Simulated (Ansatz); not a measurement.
**Rhenium, simple cubic: HSE06 after PBE**

How do the levels change when part of the exchange is made exact, and what does it cost? Spin polarisation is left out. The geometry was relaxed under PBE beforehand and is kept. Exact exchange is dear, so the k-mesh is coarse, and PBE is run on the same mesh for comparison.

Program: Ansatz 0.2.0. Level of theory: DFT, plane waves (420 eV) with PBE-made PAW files, scalar-relativistic; functionals as named at each step. These are calculated values, not measurements.

## (1) The starting structure

Symmetry: Pm-3m, No. 221, cubic system. The conventional cell has a = 2.580 Å, b = 2.580 Å, c = 2.580 Å, α = 90.00°, β = 90.00°, γ = 90.00°. Re (site symmetry m-3m) is surrounded by 6 Re at 2.58 Å.

Structure file:

```xyz
1
Lattice="2.5805 0.0000 0.0000 0.0000 2.5805 0.0000 0.0000 0.0000 2.5805" Properties=species:S:1:pos:R:3 pbc="T T T"
Re    0.0000    0.0000    0.0000
```

## (2) PBE on the coarse mesh

The run with PBE.

Input file input.yaml:

```yaml
crystal:
  lattice:
    - [2.5804935605, 0.0, 0.0]
    - [0.0, 2.5804935605, 0.0]
    - [0.0, 0.0, 2.5804935605]
  atoms:
    - { symbol: Re, position: [0.0, 0.0, 0.0] }
hamiltonian:
  xc: pbe
  pseudopotentials:
    kind: paw
    azcp:
      Re: "pseudopotentials/Re.paw.azcp"
basis:
  ecutwfc: 420
  fft_grid_basis: typed
kpoints:
  mp_grid: { grid: [6, 6, 6], shift: [0, 0, 0] }
magnetization:
  spin_polarized: false
scf:
  occupations: { method: fermi_dirac, width: 0.1 }
```

On the command line:

```console
> ansatz run input.yaml --threads 4 --pin off --max-ram 8192MiB --backend cpu --events-out ev --progress --plain --runs-dir out
```

What it wrote (excerpt; [...] marks lines left out):

```text
Warning: RAYON_NUM_THREADS=4 ignored (pool sized by the plan → 4); use --threads N
[...]
Pseudopotentials: kind: paw
Pseudopotential: Re, paw, valence charge 15, recommended cutoff 420 eV (normal), <dir>
Functional definition: PBE
[...]
Crystal: 1 atoms, lattice volume = 17.183 Å³
Basis set: ecut = 420 eV, 341 PW (Γ)
Bands: 12, of which v1, the nominal top of the filled ones, is band 8 counted from 1 (7 counted from 0)
Symmetry: 48 space group operations
Space group: Pm-3m (ITA 221), of the structure as read, at distance tolerance 2.6e-5 Å
k-points: 20 of 216
[...]
SCF iter   1: F=—  HF=-10866.745131 eV  |F-HF|=—  |Δ(HF+E_count)|=         —  Δρ=7.28e-3  dr2=3.28e-3  ethr=1.77e-3  ⟨swp⟩=5.0  Hψ=1317  notcnv=0
[...]
SCF iter   6: F=-10866.745095 eV  HF=-10866.745095 eV  |F-HF|=5.86e-10  |Δ(HF+E_count)|=   8.47e-9  Δρ=4.02e-6  dr2=1.03e-9  ethr=1.83e-10  ⟨swp⟩=1.0  Hψ=717  notcnv=0
[...]
SCF converged after 6 iterations
Free energy (F): -10866.745095 eV
[...]
E sigma→0 (E₀):  -10866.725408 eV
Entropy (-TS):   -0.039373 eV (-39.373 meV/atom)
Fermi energy:    20.787268 eV
[...]
```

It took 0.27 s on 4 threads of Intel Xeon Platinum 8375C at 2.90GHz (Ice Lake), shared host; peak memory 0.28 GiB.

## (3) HSE06, coarse mesh

The run with HSE06.

input.yaml, as its differences from that of step 2:

```diff
@@ -8,3 +8,3 @@
 hamiltonian:
-  xc: pbe
+  xc: hse06
   pseudopotentials:
@@ -22 +22,6 @@
   occupations: { method: fermi_dirac, width: 0.1 }
+output:
+  write_density: true
+  write_potential: true
+  elf: true
+  volumetric_format: npy
```

On the command line:

```console
> ansatz run input.yaml --threads 4 --pin off --max-ram 8192MiB --backend cpu --events-out ev --progress --plain --runs-dir out
```

What it wrote (excerpt; [...] marks lines left out):

```text
Warning: RAYON_NUM_THREADS=4 ignored (pool sized by the plan → 4); use --threads N
[...]
[... 2 set-up lines as earlier in the session ...]
Functional definition: HSE06
[...]
Crystal: 1 atoms, lattice volume = 17.183 Å³
Basis set: ecut = 420 eV, 341 PW (Γ)
Bands: 12, of which v1, the nominal top of the filled ones, is band 8 counted from 1 (7 counted from 0)
[... 2 set-up lines as earlier in the session ...]
k-points: 20 of 216
[...]
SCF iter   1: F=—  HF=-10866.744199 eV  |F-HF|=—  |Δ(HF+E_count)|=         —  Δρ=8.06e-3  dr2=5.36e-3  ethr=1.77e-3  ⟨swp⟩=7.8  Hψ=1004  notcnv=0
[...]
Frozen-core exchange: fock
[...]
SCF 2 stopped early in 6 iterations: F = -10867.561846 eV  dr2 = 1.50e-6
hybrid outer 1: dexx = +5.392e-3 eV, tail = 1.73e-5 eV
[...]
Frozen-core exchange: fock
[...]
hybrid outer 2: dexx = +2.878e-7 eV, tail = 2.98e-8 eV, Δε = 1.73e-3 eV (about 7.58e-5 eV left of the loop's levels)
hybrid SCF converged: 2 outer / 9 inner (+6 warm-up), last move |dexx| = 2.88e-7 eV, tail = 2.98e-8 eV
Stability not checked: this state was not tested for a lower state beside it, because the functional holds exact exchange (a hybrid, or Hartree-Fock), whose exchange loop this test does not read (fock_operator; see scf.lower_state_search)
Free energy (F): -10867.561936 eV
Frozen-core exchange: fock
[...]
E sigma→0 (E₀):  -10867.545494 eV
Entropy (-TS):   -0.032883 eV (-32.883 meV/atom)
Fermi energy:    20.761091 eV
[...]
--- Band table (eV; the first three rows and the last of 20) ---
  k-point 0: bands = ["-64.1755", "-24.0024", "-24.0024", "-24.0024", "10.0131", "13.9491", "13.9491", "24.5052", "24.5052", "24.5052"]
[...]
  guard bands above this table: 2 of the run's 12 bands. The solve was not asked for them (output.publish_guard_bands: true or output.eigenvalues: true publishes all)
```

It took 4 s on 4 threads of Intel Xeon Platinum 8375C at 2.90GHz (Ice Lake), shared host; peak memory 0.65 GiB.

Density in a lattice plane of the grid's cell (edges 2.58 and 2.58 Å, at 0.000 of the third edge), which holds Re.

Ten even steps from '0' (0.23 e/Å³) to '9' (6.77 e/Å³):
```
999986431100000113468999
999875421000000012457899
998764311000000011346789
776543210000000001234567
544321100000000000112344
322211000000000000011222
111100000000000000000111
000000000000000000000000
000000000000000000000000
000000000000000000000000
000000000000000000000000
000000000000000000000000
111100000000000000000111
322211000000000000011222
544321100000000000112344
776543210000000001234567
998764311000000011346789
999875421000000012457899
999986431100000113468999
999987532100000123578999
```
Columns run along the first of these edges and rows up along the second, over one cell in 24 and 20 even steps from the bottom left corner. Atoms in the plane (fractional): Re at (0.00, 0.00).

ELF in the same plane.

Ten even steps from ' ' (0.23) to '@' (0.73):
```
::==**%%@@@@%%**==::::::::::::::==**%%@@@@%%**==
++**##@@@@@@%%++==::::::::::::::==++%%@@@@@@##**
@@@@@@@@@@%%**==::..::::::::::..::==**%%@@@@@@@@
@@@@@@%%##**==::......::::::......::==**##%%@@@@
@@%%%%##++==::..  ....::::::....  ..::==++##%%%%
##**++==--..      ..::::--::::..      ..--==++**
====--::::..    ....::------::....    ..::::--==
::::::..........::::----------::::..........::::
::::::::::::::::::--------------::::::::::::::::
::::::::::::::::------------------::::::::::::::
::::::::::::::::::--------------::::::::::::::::
::::::..........::::----------::::..........::::
====--::::..    ....::------::....    ..::::--==
##**++==--..      ..::::--::::..      ..--==++**
@@%%%%##++==::..  ....::::::....  ..::==++##%%%%
@@@@@@%%##**==::......::::::......::==**##%%@@@@
@@@@@@@@@@%%**==::..::::::::::..::==**%%@@@@@@@@
++**##@@@@@@%%++==::::::::::::::==++%%@@@@@@##**
::==**%%@@@@%%**==::::::::::::::==**%%@@@@%%**==
  ::==##@@@@@@##++--::::::::::--++##@@@@@@##==::
```
Columns run along the first of these edges and rows up along the second, over one cell in 24 and 20 even steps from the bottom left corner. Atoms in the plane (fractional): Re at (0.00, 0.00).

Both are smooth fields of the valence electrons: close to the nuclei they are not physical.

## (4) The functionals compared

```
functional               gap on the mesh  Fermi energy (eV)  SCF cycles  exchange loops  CPU time
       PBE  none (levels filled in part)             20.787           6               -    0.47 s
     HSE06  none (levels filled in part)             20.761          15               2     9.1 s
```

## (5) Outcome

```
                         quantity                         value
                         PBE: gap  none (levels filled in part)
                       HSE06: gap  none (levels filled in part)
HSE06: SCF cycles, exchange loops                         15, 2
 HSE06: CPU time over that of PBE                            19
           HSE06: relative to hcp                +1572 meV/atom
```

**Reading.** Neither PBE nor HSE06 shows a clean gap on this mesh. HSE06 cost 19 times the CPU time of PBE. The exchange operator of HSE06 was renewed in 2 outer loops. To compare with dense-mesh energies, the change of PBE from this mesh and smearing to its dense run (+32.5 meV/atom, from a run not shown) is added. Under HSE06 it lies 1572 meV/atom above hcp (computed apart in the same way); on such meshes a few tens of meV are uncertain for metals. Absolute energies differ from functional to functional, by eV per atom at times, and say nothing by themselves.
